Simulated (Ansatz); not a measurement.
Space group I4/mmm (No. 139). a = 3.481 Å, b = 3.481 Å, c = 4.619 Å, α = 90.00°, β = 90.00°, γ = 90.00°
```tsv
atom	site	symmetry	x	y	z
Sn	2a	4/mmm	0.0000	0.0000	0.0000
```

Equation of state of this Sn structure (not necessarily the ground state), with shape and atoms relaxed at each volume where symmetry leaves them free. It has no gap at any of these volumes. These are results of Ansatz, DFT PBE, scalar-relativistic, plane waves, PAW, not measurements.

Settings: cutoff 420 eV, Γ-centred mesh 18×18×18 on the computed 1-atom cell, Gaussian smearing of 0.10 eV; no spin polarisation.

```csv
V (Å³/atom),E − E(largest V) (meV/atom),P (GPa)
24.626,40.81,8.11
25.466,5.34,5.56
26.305,-17.97,3.38
27.145,-30.73,1.53
27.984,-34.50,-0.02
28.824,-30.81,-1.31
29.663,-20.96,-2.39
30.783,0.00,-3.56
```

**Question.** Fit a third-order Birch–Murnaghan equation to E(V).

**Answer.** V0 = 27.97 Å³/atom, B0 = 47 GPa, B0' = 4.8.

This form isn't the element's structure at ambient conditions.